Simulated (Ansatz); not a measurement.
(110) slab cut from the bulk of Ti, Im-3m (No. 229); the slab's formula is Ti:

```yaml
crystal:
  lattice:
    - [2.81613, 0.00000, 0.00000]
    - [-0.93871, 2.65508, 0.00000]
    - [0.00000, 0.00000, 24.19745]
  atoms:
    - { symbol: Ti, position: [0.50000, 0.50000, 0.30995] }
    - { symbol: Ti, position: [0.00000, 0.00000, 0.40498] }
    - { symbol: Ti, position: [0.50000, 0.50000, 0.50000] }
    - { symbol: Ti, position: [0.00000, 0.00000, 0.59502] }
    - { symbol: Ti, position: [0.50000, 0.50000, 0.69005] }
```

The calculation used DFT r2SCAN, scalar-relativistic, plane waves, PAW (Ansatz). Settings: cutoff 500 eV, Γ-centred mesh 13×13×1 on the computed 5-atom cell, Gaussian smearing of 0.10 eV; no spin polarisation. A dipole correction removes the field between periodic images along c.

Q: What forces act on the atoms?

A:
| atom | Fx (eV/Å) | Fy (eV/Å) | Fz (eV/Å) |
| --- | --- | --- | --- |
| Ti1 | 0.000 | 0.000 | 0.414 |
| Ti2 | 0.000 | 0.000 | -0.425 |
| Ti3 | 0.000 | 0.000 | 0.000 |
| Ti4 | 0.000 | 0.000 | 0.425 |
| Ti5 | 0.000 | 0.000 | -0.414 |

The reference crystal is the bcc form of Ti, which isn't its usual structure.

Cost: 1 run of about 1.7 core-minutes, on Intel Xeon Processor @ 2.50GHz (Skylake/Cascade Lake) (shared hosts).